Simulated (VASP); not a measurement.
A run of VASP 6.6.1:

The input INCAR:

```
PREC = Accurate
ENCUT = 520
EDIFF = 1E-7
ISMEAR = -1
SIGMA = 0.05
LREAL = False
LASPH = True
NELM = 150
ALGO = Normal
ISIF = 2
LWAVE = False
LCHARG = False
ISPIN = 2
MAGMOM = 1 1 1 0
LORBIT = 11
LMAXMIX = 4
GGA = PE
NBANDS = 28
```

The input KPOINTS:

```
regular mesh
0
Gamma
  8 8 8
```

File POSCAR:

```
AlNi3
1.0
    0.0000000000      2.8018887551      2.8018887551
    2.8018887551      0.0000000000      2.8018887551
    2.8018887551      2.8018887551      0.0000000000
Ni Al
3 1
Direct
    0.7491930000      0.7489530000      0.7541000000
    0.0041780000     -0.0114360000      0.0019060000
    0.2387360000      0.2647370000      0.2563390000
    0.5042910000      0.4831760000      0.5065360000
```

Potentials or basis: VASP PAW PBE potentials, release 64 (Ni, Al).

Launch:

```bash
$ cat potpaw_PBE.64/Ni/POTCAR potpaw_PBE.64/Al/POTCAR > POTCAR
$ mpirun -np 1 vasp_std > vasp.out
```

Hardware: 1 thread of Intel(R) Xeon(R) 6975P-C (Granite Rapids) (shared host).

How long does it take, and how much memory?

Run time: 7.1 min on 1 thread of Intel(R) Xeon(R) 6975P-C (Granite Rapids), on a shared host, peak memory 0.54 GiB. Counts: scf iterations 17, k points 260.
